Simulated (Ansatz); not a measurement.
**Au: relaxation of cell and atoms with PBEsol**

Crystal: Au.

```
Au
1.0
     2.81549    0.00000    0.00000
    -0.01296    2.82018    0.00000
    -1.13789   -1.18541    4.92401
Au
2
Direct
  0.67286 0.66596 0.27405
  0.32714 0.33404 0.72594
```

This isn't the form of Au at room conditions, which is fcc.

```yaml
Program: Ansatz 0.2.0
Task: relaxation of cell and atoms
Functional: PBEsol
Potentials_or_basis: Ansatz PAW
Cutoff: "420 eV (not typed: the program's choice for these potentials)"
k_mesh: 10 × 10 × 6
Occupations: fermi-dirac, width 0.05 eV
Spin: no spin polarisation
Target_pressure: 5 GPa
Target_pressure_GPa: 5
```

```json
{
 "Relaxed volume": "16.59 Å³/atom",
 "Relaxed cell": "a = 2.885 Å, b = 2.885 Å, c = 3.988 Å, α = 89.99°, β = 89.99°, γ = 90.11°",
 "Space group after relaxing (to 0.05 Å)": "I4/mmm (No. 139)",
 "Energy change on relaxing (the enthalpy is what falls)": "-165.4 meV/atom",
 "Ionic steps": "18",
 "Pressure after relaxing": "5.0 GPa",
 "Band gap on the k mesh": "none (metal or under the smearing width)"
}
```

The path:
```csv
step,energy change (eV),largest force (eV/Å),volume (Å³)
1,0.0000,0.1271,39.10
2,0.0336,0.5550,34.14
3,-0.0960,0.1691,35.54
4,-0.1940,0.1683,35.23
5,-0.2739,0.1248,34.17
6,-0.2929,0.2135,32.97
7,-0.3103,0.0117,33.14
8,-0.3120,0.0034,33.14
9,-0.3136,0.0159,33.15
10,-0.3172,0.0278,33.11
11,-0.3188,0.0087,32.97
12,-0.3270,0.0027,33.14
13,-0.3277,0.0002,33.16
14,-0.3276,0.0001,33.15
15,-0.3277,0.0000,33.16
16,-0.3297,0.0000,33.16
17,-0.3309,0.0001,33.19
18,-0.3309,0.0001,33.19
```

Final structure:
```yaml
crystal:
  lattice:
    - [2.86141, -0.02068, 0.36710]
    - [-0.03388, 2.85930, 0.38034]
    - [-0.50572, -0.52644, 3.92035]
  atoms:
    - { symbol: Au, position: [0.75000, 0.75000, 0.25000] }
    - { symbol: Au, position: [0.25000, 0.25000, 0.75000] }
```

Levels at points of the mesh, in eV from the Fermi level:
| k point | band 17 | band 18 | band 19 | band 20 | band 21 | band 22 |
| --- | --- | --- | --- | --- | --- | --- |
| (0.00, 0.00, 0.00) | -1.95 | -1.56 | -1.55 | 1.18 | 6.39 | 9.79 |
| (0.00, 0.00, -0.50) | -3.54 | -3.54 | -2.65 | -2.65 | 14.90 | 14.90 |
| (0.00, -0.50, 0.00) | -3.24 | -3.24 | -0.32 | -0.32 | 8.99 | 8.99 |
| (0.00, -0.50, -0.50) | -1.85 | -1.85 | -1.12 | -1.12 | 3.27 | 3.27 |
| (-0.50, 0.00, 0.00) | -3.24 | -3.24 | -0.32 | -0.32 | 8.99 | 8.99 |
| (-0.50, 0.00, -0.50) | -1.85 | -1.85 | -1.12 | -1.12 | 3.26 | 3.27 |
| (-0.50, -0.50, 0.00) | -1.49 | -1.48 | 0.76 | 0.80 | 5.83 | 5.88 |
| (-0.50, -0.50, -0.50) | -1.65 | -1.65 | 4.68 | 4.68 | 6.43 | 6.43 |

It took 2.4 min on 2 threads of Arm Neoverse V1 (shared host), peak memory 0.54 GiB.

Caveat: the volume moved by over 15 % at a fixed basis, so the end points are rough; the plane-wave basis is chosen anew once the cell has moved, so the energies of steps on either side of that aren't comparable; the PAW data sets come from PBE, with cores solved anew for the run's functional, which leaves a small shift of forces and pressure. The run has no spin-orbit coupling, so splittings on Au are missing.
